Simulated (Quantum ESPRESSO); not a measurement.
**Eu: single point with PBEsol**

The system is Eu.

```xyz
1
Lattice="-2.3030 2.3030 2.3030 2.3030 -2.3030 2.3030 2.3030 2.3030 -2.3030" Properties=species:S:1:pos:R:3 pbc="T T T"
Eu    0.0000    0.0000    0.0000
```

* Program: Quantum ESPRESSO 7.5
* Task: single point
* Functional: PBEsol
* Potentials or basis: SSSP 1.3 efficiency PBE
* Cutoff: 748 eV
* Density cutoff: 5987 eV
* k mesh: 8 × 8 × 8
* Occupations: fermi-dirac, width 0.05 eV
* Spin: collinear spin, ferromagnetic start
* Starting moments: [7.0] μB

```
Pressure                                              : -3.0 GPa
Band gap on the k mesh                                : none (metal or under the smearing width)
Net moment                                            : 7.39 μB per cell
Absolute moment                                       : 7.39 μB per cell
Site moments                                          : Eu +7.09 μB
Valence electrons inside the program's atomic spheres : Eu 15.76
```

Levels at points of the mesh, in eV from the Fermi level:
Spin up:
| k point | band 8 | band 9 | band 10 | band 11 | band 12 | band 13 | band 14 | band 15 | band 16 | band 17 |
| --- | --- | --- | --- | --- | --- | --- | --- | --- | --- | --- |
| (0.00, 0.00, 0.00) | -0.49 | -0.37 | -0.37 | -0.37 | -0.33 | 1.58 | 1.58 | 1.58 | 3.07 | 3.07 |
| (0.00, 0.00, -0.50) | -0.47 | -0.39 | -0.38 | -0.37 | -0.35 | 0.40 | 0.44 | 2.92 | 3.56 | 4.95 |
| (-0.50, -0.50, -0.50) | -0.47 | -0.47 | -0.47 | -0.33 | -0.33 | -0.33 | 4.18 | 4.18 | 4.18 | 4.50 |
Spin down:
| k point | band 1 | band 2 | band 3 | band 4 | band 5 | band 6 | band 7 | band 8 | band 9 | band 10 |
| --- | --- | --- | --- | --- | --- | --- | --- | --- | --- | --- |
| (0.00, 0.00, 0.00) | -38.85 | -18.20 | -18.20 | -18.20 | -3.42 | 2.61 | 2.61 | 2.61 | 3.91 | 3.91 |
| (0.00, 0.00, -0.50) | -38.83 | -18.54 | -18.31 | -18.20 | -0.81 | 1.19 | 1.33 | 3.84 | 4.07 | 4.10 |
| (-0.50, -0.50, -0.50) | -38.81 | -18.44 | -18.44 | -18.44 | -0.04 | -0.04 | 3.75 | 3.75 | 3.75 | 4.05 |

Run time: 4.3 min on 2 MPI ranks on Arm Neoverse V2, on a shared host, peak memory 0.68 GiB a rank.

Caveat: the potentials were made for another functional, which shifts forces and pressure; spin-orbit coupling is left out, which moves the levels of the heavy elements. The state reached can hang on the start; a lower one may exist.
